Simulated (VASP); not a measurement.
# GaN (Fm-3m) in VASP: notebook

Runs on GaN. Level: r2SCAN. Tasks: single point.

Program: VASP 6.6.1. These are calculated values, not measurements. Logs are shortened: lines on timing, memory, paths and dates and some standing lists are left out, and cuts for length are marked.

## Step 1: The crystal as given

It takes space group Fm-3m (No. 225, cubic). The conventional cell has a = 4.270 Å, b = 4.270 Å, c = 4.270 Å, α = 90.00°, β = 90.00°, γ = 90.00°. Ga (site symmetry m-3m) has 6 N at 2.14 Å as nearest neighbours. N (site symmetry m-3m) is surrounded by 6 Ga at 2.14 Å.

Measurements of this composition are mostly on another form, of space group No. 186.

## Step 2: Single point, r2SCAN

File INCAR:

```
PREC = Accurate
ENCUT = 400
EDIFF = 1E-7
ISMEAR = 0
SIGMA = 0.1
LREAL = F
LASPH = T
NELM = 100
ALGO = Normal
ISIF = 2
LWAVE = F
LCHARG = F
METAGGA = R2SCAN
LMIXTAU = T
NBANDS = 16
ADDGRID = F
```

File KPOINTS:

```
Automatic mesh
0
Gamma
  6 6 6
```

File POSCAR:

```
GaN
1.0
    0.0000000000      2.1352350000      2.1352350000
    2.1352350000      0.0000000000      2.1352350000
    2.1352350000      2.1352350000      0.0000000000
Ga N
1 1
Direct
    0.0000000000      0.0000000000      0.0000000000
    0.5000000000      0.5000000000      0.5000000000
```

Potentials or basis: VASP PAW PBE potentials, release 64 (Ga_d, N).

Launch:

```sh
$ cat potpaw_PBE.64/Ga_d/POTCAR potpaw_PBE.64/N/POTCAR > POTCAR
$ mpirun -np 1 vasp_std > vasp.out
```

OUTCAR:

```text
PREC = Accurate
   ENCUT = 400
   EDIFF = 1E-7
   ISMEAR = 0
   LREAL = F
   LASPH = T
   NELM = 100
   ISIF = 2
   METAGGA = R2SCAN

 Found     16 irreducible k-points:

 Following reciprocal coordinates:
            Coordinates               Weight
  0.000000  0.000000  0.000000      1.000000
  0.166667  0.000000  0.000000      8.000000
  0.333333  0.000000  0.000000      8.000000
  0.500000  0.000000  0.000000      4.000000
  0.166667  0.166667  0.000000      6.000000
  0.333333  0.166667  0.000000     24.000000
   k-points           NKPTS =     16   k-points in BZ     NKDIM =     16   number of bands    NBANDS=     16
   number of dos      NEDOS =    301   number of ions     NIONS =      2
   total plane-waves  NPLWV =   8000
   dimension x,y,z NGX =    20 NGY =   20 NGZ =   20
   dimension x,y,z NGXF=    40 NGYF=   40 NGZF=   40
   ions per type =               1   1
   NGX,Y,Z   is equivalent  to a cutoff of  11.01, 11.01, 11.01 a.u.
   NGXF,Y,Z  is equivalent  to a cutoff of  22.02, 22.02, 22.02 a.u.
 SYSTEM =  unknown system
   PREC   = accura    normal or accurate (medium, high low for compatibility)
   ISTART =      0    job   : 0-new  1-cont  2-samecut
   ICHARG =      2    charge: 1-file 2-atom 10-const
   ISPIN  =      1    spin polarized calculation?
   LNONCOLLINEAR =      F non collinear calculations
   LSORBIT =      F    spin-orbit coupling
   LASPH  =      T    aspherical Exc in radial PAW
   ENCUT  =  400.0 eV  29.40 Ry    5.42 a.u.   4.92  4.92  4.92*2*pi/ulx,y,z
   NELM   =    100;   NELMIN=  2; NELMDL= -5     # of ELM steps
   EDIFF  = 0.1E-06   stopping-criterion for ELM
   LREAL  =      F    real-space projection
   EDIFFG = 0.1E-05   stopping-criterion for IOM
   NSW    =      0    number of steps for IOM
   IBRION =     -1    ionic relax: 0-MD 1-quasi-New 2-CG
   NFREE  =      0    steps in history (QN), initial steepest desc. (CG)
   ISIF   =      2    stress and relaxation
   ISYM   =      2    0-nonsym 1-usesym 2-fastsym
   POTIM  = 0.5000    time-step for ionic-motion
   TEBEG  =    0.0;   TEEND  =   0.0 temperature during run
   PSTRESS=    0.0 pullay stress
   NELECT =      18.0000    total number of electrons
   NUPDOWN=      -1.0000    fix difference up-down
   EMIN   =  10.00;   EMAX   =-10.00  energy-range for DOS
   EFERMI =   0.00;   METHOD = LEGACY
   ISMEAR =     0;   SIGMA  =   0.10  broadening in eV -4-tet -1-fermi 0-gaus
   EFERMI_NEDOS =   21; number of points for ismear=-14 and -15
   IALGO  =     38    algorithm
   IMIX   =      4    mixing-type and parameters
     AMIX     =   0.40;   BMIX     =  1.00
     AMIX_MAG =   1.60;   BMIX_MAG =  1.00
  volume/ion in A,a.u.               =       9.74        65.70
  Fermi-wavevector in a.u.,A,eV,Ry     =   1.594814  3.013761 34.605481  2.543431
  Thomas-Fermi vector in A             =   2.692830
   LORBIT       =      0    0 simple, 1 ext, 2 COOP (PROOUT), +10 PAW based schemes
   METAGGA = R2SCAN    functional components
   LHFCALC =     F    Hartree Fock is set to
   AEXX    =    0.0000 exact exchange contribution
   IVDW    =     0    specifies the selected vdW correction
   LEPSILON=     F    determine dielectric tensor
   LRPA    =     F    only Hartree local field effects (RPA)
 non-spin polarized calculation
 Gauss-broadening in eV      SIGMA  =   0.10
  energy-cutoff  :      400.00
  volume of cell :       19.47
 maximum number of plane-waves:       366
   NGX =  9   NGY =  9   NGZ =  9

 number of electron      17.9999992 magnetization

 Free energy of the ion-electron system (eV)
  ---------------------------------------------------
  ext. energy  EPLUGINS =         0.00000000
  ---------------------------------------------------
  free energy    TOTEN  =       -20.92806364 eV

  energy without entropy =      -20.92806364  energy(sigma->0) =      -20.92806364

 E-fermi :   7.7498     XC(G=0): -13.9733

 val. band max:        7.3075231730   @ k =  -0.1667   0.1667   0.0000
 cond. band min:       8.1776148439   @ k =   0.5000   0.5000   0.0000
 fundamental gap:      0.8700916709
 Fermi energy:         7.7498479544

 k-point     1 :       0.0000    0.0000    0.0000
  band No.  band energies     occupation
      1     -10.4775      2.00000
      2      -7.1303      2.00000
      3      -7.1303      2.00000
      4      -7.1302      2.00000
      5      -7.0668      2.00000
      6      -7.0668      2.00000
[... 8 lines left out ...]
     15      23.7371      0.00000
     16      23.7371      0.00000

 k-point     2 :       0.1667    0.0000    0.0000
  band No.  band energies     occupation
      1      -9.9604      2.00000
      2      -7.1471      2.00000
      3      -7.1405      2.00000
      4      -7.1405      2.00000
      5      -7.0661      2.00000
      6      -7.0660      2.00000
[... 8 lines left out ...]
     15      24.4150      0.00000
     16      24.4151      0.00000

 k-point     3 :       0.3333    0.0000    0.0000
  band No.  band energies     occupation
      1      -8.6156      2.00000
      2      -7.2456      2.00000
      3      -7.2456      2.00000
      4      -7.1897      2.00000
      5      -6.9780      2.00000
      6      -6.9779      2.00000
[... 8 lines left out ...]
     15      27.4834      0.00000
     16      27.4835      0.00000

 k-point     4 :       0.5000    0.0000    0.0000
  band No.  band energies     occupation
      1      -7.5417      2.00000
      2      -7.2993      2.00000
      3      -7.2993      2.00000
      4      -7.2976      2.00000
      5      -6.9304      2.00000
      6      -6.9303      2.00000
[... 8 lines left out ...]
     15      31.2373      0.00000
     16      31.2375      0.00000

 k-point     5 :       0.1667    0.1667    0.0000
  band No.  band energies     occupation
      1      -9.8354      2.00000
      2      -7.1689      2.00000
      3      -7.1347      2.00000
      4      -7.0784      2.00000
      5      -7.0783      2.00000
      6      -7.0419      2.00000
[... 8 lines left out ...]
     15      28.0135      0.00000
     16      28.0137      0.00000

 k-point     6 :       0.3333    0.1667    0.0000
  band No.  band energies     occupation
      1      -8.9889      2.00000
      2      -7.1976      2.00000
      3      -7.1242      2.00000
      4      -7.1109      2.00000
      5      -6.9622      2.00000
      6      -6.8649      2.00000
[... 8 lines left out ...]
     15      28.6155      0.00000
     16      29.7839      0.00000

 [... further k-points ...]

------------------------ aborting loop because EDIFF is reached ----------------------------------------

  FORCE on cell =-STRESS in cart. coord.  units (eV):
  Direction    XX          YY          ZZ          XY          YZ          ZX
  --------------------------------------------------------------------------------------
  -------------------------------------------------------------------------------------
  Total       -1.5063983     -1.5063983     -1.5063983      0.0000000      0.0000000      0.0000000
  in kB     -123.9605120   -123.9605120   -123.9605120      0.0000000      0.0000000      0.0000000
  external PRESSURE =    -123.9605120 kB  Pullay stress =       0.0000000 kB

 VOLUME and BASIS-vectors are now :
 -----------------------------------------------------------------------------
  energy-cutoff  :      400.00
  volume of cell :       19.47
      direct lattice vectors                 reciprocal lattice vectors
     0.000000000  2.135235000  2.135235000    -0.234166263  0.234166263  0.234166263
     2.135235000  0.000000000  2.135235000     0.234166263 -0.234166263  0.234166263
     2.135235000  2.135235000  0.000000000     0.234166263  0.234166263 -0.234166263

 POSITION                                       TOTAL-FORCE (eV/Angst)
 -----------------------------------------------------------------------------------
      0.00000      0.00000      0.00000         0.000000     -0.000000     -0.000000
      2.13524      2.13524      2.13524        -0.000000      0.000000      0.000000
 -----------------------------------------------------------------------------------
    total drift:                                0.000000     -0.000000     -0.000000

  FREE ENERGIE OF THE ION-ELECTRON SYSTEM (eV)
  ---------------------------------------------------
  free  energy   TOTEN  =       -20.9280636442 eV

  energy  without entropy=      -20.9280636442  energy(sigma->0) =      -20.92806364
```

Run time: 38 s. Hardware: 1 thread of AMD EPYC 7R43 (Zen 3), shared host; peak memory 0.09 GiB.

These settings aren't checked as converged: the numbers below hold their error.

What came out:

```yaml
Free_energy: -20.9281 eV
Band_gap_on_the_k_mesh: 0.87 eV, indirect (least direct gap 2.89 eV)
```

Caveat: the k mesh is coarse (spacing up to 0.42 Å⁻¹), so the values aren't converged; the cutoff is under 1.25 times the usual one of these potentials, so pressure, stress and relaxed cells hold a basis-set (Pulay) error; the PAW data sets were made with another functional, which shifts forces and pressure a little.

## Step 3: Single point, r2SCAN

Changes to INCAR since step 2:

```diff
@@ -4,3 +4,3 @@
 ISMEAR = 0
-SIGMA = 0.1
+SIGMA = 0.01
 LREAL = F
```

KPOINTS is that of step 2.

POSCAR is that of step 2.

Potentials or basis: VASP PAW PBE potentials, release 64 (Ga_d, N).

Launch:

```sh
$ cat potpaw_PBE.64/Ga_d/POTCAR potpaw_PBE.64/N/POTCAR > POTCAR
$ mpirun -np 1 vasp_std > vasp.out
```

OUTCAR:

```text
PREC = Accurate
   ENCUT = 400
   EDIFF = 1E-7
   ISMEAR = 0
   LREAL = F
   LASPH = T
   NELM = 100
   ISIF = 2
   METAGGA = R2SCAN

 Found     16 irreducible k-points:

 Following reciprocal coordinates:
            Coordinates               Weight
  0.000000  0.000000  0.000000      1.000000
  0.166667  0.000000  0.000000      8.000000
  0.333333  0.000000  0.000000      8.000000
  0.500000  0.000000  0.000000      4.000000
  0.166667  0.166667  0.000000      6.000000
  0.333333  0.166667  0.000000     24.000000
   k-points           NKPTS =     16   k-points in BZ     NKDIM =     16   number of bands    NBANDS=     16
   number of dos      NEDOS =    301   number of ions     NIONS =      2
   total plane-waves  NPLWV =   8000
   dimension x,y,z NGX =    20 NGY =   20 NGZ =   20
   dimension x,y,z NGXF=    40 NGYF=   40 NGZF=   40
   ions per type =               1   1
   NGX,Y,Z   is equivalent  to a cutoff of  11.01, 11.01, 11.01 a.u.
   NGXF,Y,Z  is equivalent  to a cutoff of  22.02, 22.02, 22.02 a.u.
 SYSTEM =  unknown system
   PREC   = accura    normal or accurate (medium, high low for compatibility)
   ISTART =      0    job   : 0-new  1-cont  2-samecut
   ICHARG =      2    charge: 1-file 2-atom 10-const
   ISPIN  =      1    spin polarized calculation?
   LNONCOLLINEAR =      F non collinear calculations
   LSORBIT =      F    spin-orbit coupling
   LASPH  =      T    aspherical Exc in radial PAW
   ENCUT  =  400.0 eV  29.40 Ry    5.42 a.u.   4.92  4.92  4.92*2*pi/ulx,y,z
   NELM   =    100;   NELMIN=  2; NELMDL= -5     # of ELM steps
   EDIFF  = 0.1E-06   stopping-criterion for ELM
   LREAL  =      F    real-space projection
   EDIFFG = 0.1E-05   stopping-criterion for IOM
   NSW    =      0    number of steps for IOM
   IBRION =     -1    ionic relax: 0-MD 1-quasi-New 2-CG
   NFREE  =      0    steps in history (QN), initial steepest desc. (CG)
   ISIF   =      2    stress and relaxation
   ISYM   =      2    0-nonsym 1-usesym 2-fastsym
   POTIM  = 0.5000    time-step for ionic-motion
   TEBEG  =    0.0;   TEEND  =   0.0 temperature during run
   PSTRESS=    0.0 pullay stress
   NELECT =      18.0000    total number of electrons
   NUPDOWN=      -1.0000    fix difference up-down
   EMIN   =  10.00;   EMAX   =-10.00  energy-range for DOS
   EFERMI =   0.00;   METHOD = LEGACY
   ISMEAR =     0;   SIGMA  =   0.01  broadening in eV -4-tet -1-fermi 0-gaus
   EFERMI_NEDOS =   21; number of points for ismear=-14 and -15
   IALGO  =     38    algorithm
   IMIX   =      4    mixing-type and parameters
     AMIX     =   0.40;   BMIX     =  1.00
     AMIX_MAG =   1.60;   BMIX_MAG =  1.00
  volume/ion in A,a.u.               =       9.74        65.70
  Fermi-wavevector in a.u.,A,eV,Ry     =   1.594814  3.013761 34.605481  2.543431
  Thomas-Fermi vector in A             =   2.692830
   LORBIT       =      0    0 simple, 1 ext, 2 COOP (PROOUT), +10 PAW based schemes
   METAGGA = R2SCAN    functional components
   LHFCALC =     F    Hartree Fock is set to
   AEXX    =    0.0000 exact exchange contribution
   IVDW    =     0    specifies the selected vdW correction
   LEPSILON=     F    determine dielectric tensor
   LRPA    =     F    only Hartree local field effects (RPA)
 non-spin polarized calculation
 Gauss-broadening in eV      SIGMA  =   0.01
  energy-cutoff  :      400.00
  volume of cell :       19.47
 maximum number of plane-waves:       366
   NGX =  9   NGY =  9   NGZ =  9

 number of electron      17.9999992 magnetization

 Free energy of the ion-electron system (eV)
  ---------------------------------------------------
  ext. energy  EPLUGINS =         0.00000000
  ---------------------------------------------------
  free energy    TOTEN  =       -20.92806364 eV

  energy without entropy =      -20.92806364  energy(sigma->0) =      -20.92806364

 E-fermi :   7.3929     XC(G=0): -13.9733

 val. band max:        7.3075231652   @ k =  -0.1667   0.1667   0.0000
 cond. band min:       8.1776148624   @ k =   0.5000   0.5000   0.0000
 fundamental gap:      0.8700916972
 Fermi energy:         7.3929302369

 k-point     1 :       0.0000    0.0000    0.0000
  band No.  band energies     occupation
      1     -10.4775      2.00000
      2      -7.1303      2.00000
      3      -7.1303      2.00000
      4      -7.1302      2.00000
      5      -7.0668      2.00000
      6      -7.0668      2.00000
[... 8 lines left out ...]
     15      23.7371      0.00000
     16      23.7371      0.00000

 k-point     2 :       0.1667    0.0000    0.0000
  band No.  band energies     occupation
      1      -9.9604      2.00000
      2      -7.1471      2.00000
      3      -7.1405      2.00000
      4      -7.1405      2.00000
      5      -7.0661      2.00000
      6      -7.0660      2.00000
[... 8 lines left out ...]
     15      24.4150      0.00000
     16      24.4151      0.00000

 k-point     3 :       0.3333    0.0000    0.0000
  band No.  band energies     occupation
      1      -8.6156      2.00000
      2      -7.2456      2.00000
      3      -7.2456      2.00000
      4      -7.1897      2.00000
      5      -6.9780      2.00000
      6      -6.9779      2.00000
[... 8 lines left out ...]
     15      27.4834      0.00000
     16      27.4835      0.00000

 k-point     4 :       0.5000    0.0000    0.0000
  band No.  band energies     occupation
      1      -7.5417      2.00000
      2      -7.2993      2.00000
      3      -7.2993      2.00000
      4      -7.2976      2.00000
      5      -6.9304      2.00000
      6      -6.9303      2.00000
[... 8 lines left out ...]
     15      31.2373      0.00000
     16      31.2375      0.00000

 k-point     5 :       0.1667    0.1667    0.0000
  band No.  band energies     occupation
      1      -9.8354      2.00000
      2      -7.1689      2.00000
      3      -7.1347      2.00000
      4      -7.0784      2.00000
      5      -7.0783      2.00000
      6      -7.0419      2.00000
[... 8 lines left out ...]
     15      28.0135      0.00000
     16      28.0137      0.00000

 k-point     6 :       0.3333    0.1667    0.0000
  band No.  band energies     occupation
      1      -8.9889      2.00000
      2      -7.1976      2.00000
      3      -7.1242      2.00000
      4      -7.1109      2.00000
      5      -6.9622      2.00000
      6      -6.8649      2.00000
[... 8 lines left out ...]
     15      28.6155      0.00000
     16      29.7839      0.00000

 [... further k-points ...]

------------------------ aborting loop because EDIFF is reached ----------------------------------------

  FORCE on cell =-STRESS in cart. coord.  units (eV):
  Direction    XX          YY          ZZ          XY          YZ          ZX
  --------------------------------------------------------------------------------------
  -------------------------------------------------------------------------------------
  Total       -1.5063975     -1.5063975     -1.5063975      0.0000000      0.0000000      0.0000000
  in kB     -123.9604473   -123.9604473   -123.9604473      0.0000000      0.0000000      0.0000000
  external PRESSURE =    -123.9604473 kB  Pullay stress =       0.0000000 kB

 VOLUME and BASIS-vectors are now :
 -----------------------------------------------------------------------------
  energy-cutoff  :      400.00
  volume of cell :       19.47
      direct lattice vectors                 reciprocal lattice vectors
     0.000000000  2.135235000  2.135235000    -0.234166263  0.234166263  0.234166263
     2.135235000  0.000000000  2.135235000     0.234166263 -0.234166263  0.234166263
     2.135235000  2.135235000  0.000000000     0.234166263  0.234166263 -0.234166263

 POSITION                                       TOTAL-FORCE (eV/Angst)
 -----------------------------------------------------------------------------------
      0.00000      0.00000      0.00000         0.000000      0.000000      0.000000
      2.13524      2.13524      2.13524         0.000000      0.000000     -0.000000
 -----------------------------------------------------------------------------------
    total drift:                                0.000000     -0.000000     -0.000000

  FREE ENERGIE OF THE ION-ELECTRON SYSTEM (eV)
  ---------------------------------------------------
  free  energy   TOTEN  =       -20.9280636436 eV

  energy  without entropy=      -20.9280636436  energy(sigma->0) =      -20.92806364
```

OSZICAR:

```text
N       E                     dE             d eps       ncg     rms          rms(c)
DAV:   1     0.534111199574E+02    0.53411E+02   -0.84094E+03   608   0.185E+03
DAV:   2    -0.217278656849E+02   -0.75139E+02   -0.70377E+02   568   0.291E+02
DAV:   3    -0.254696113800E+02   -0.37417E+01   -0.37287E+01   616   0.566E+01
[... 17 lines left out ...]
DAV:  21    -0.209280629221E+02   -0.27455E-05   -0.96120E-08   480   0.477E-03    0.438E-03
DAV:  22    -0.209280632817E+02   -0.35962E-06   -0.32220E-08   272   0.185E-03    0.145E-03
DAV:  23    -0.209280636858E+02   -0.40404E-06   -0.50156E-09   256   0.912E-04    0.518E-04
DAV:  24    -0.209280635848E+02    0.10093E-06   -0.25954E-09   256   0.846E-04    0.284E-04
DAV:  25    -0.209280636436E+02   -0.58802E-07   -0.62068E-10   256   0.298E-04
   1 F= -.20928064E+02 E0= -.20928064E+02  d E =-.656319E-35
```

stdout:

```text
POSCAR found type information on POSCAR GaN
 POSCAR found :  2 types and       2 ions
 scaLAPACK will be used
 -----------------------------------------------------------------------------
|                                                                             |
|                                                                             |
|     You enforced a specific xc type in the INCAR file but a different       |
|     I HOPE YOU KNOW WHAT YOU ARE DOING!                                     |
|                                                                             |
 -----------------------------------------------------------------------------

 LDA part: xc-table for (None), standard interpolation
 POSCAR, INCAR and KPOINTS ok, starting setup
 FFT: planning ... GRIDC
 FFT: planning ... GRID_SOFT
 FFT: planning ... GRID
 WAVECAR not read
 entering main loop
```

It took 40 s on 1 thread of AMD EPYC 7R43 (Zen 3), shared host; peak memory 0.09 GiB.

These settings aren't checked as converged: the numbers below hold their error.

What came out:

| Property | Result |
| --- | --- |
| Free energy | -20.9281 eV |
| Band gap on the k mesh | 0.87 eV, indirect (least direct gap 2.89 eV) |

Caveat: the k mesh is coarse (spacing up to 0.42 Å⁻¹), so the values aren't converged; the cutoff is under 1.25 times the usual one of these potentials, so pressure, stress and relaxed cells hold a basis-set (Pulay) error; the PAW data sets were made with another functional, which shifts forces and pressure a little.

[end of part 1 of 2]
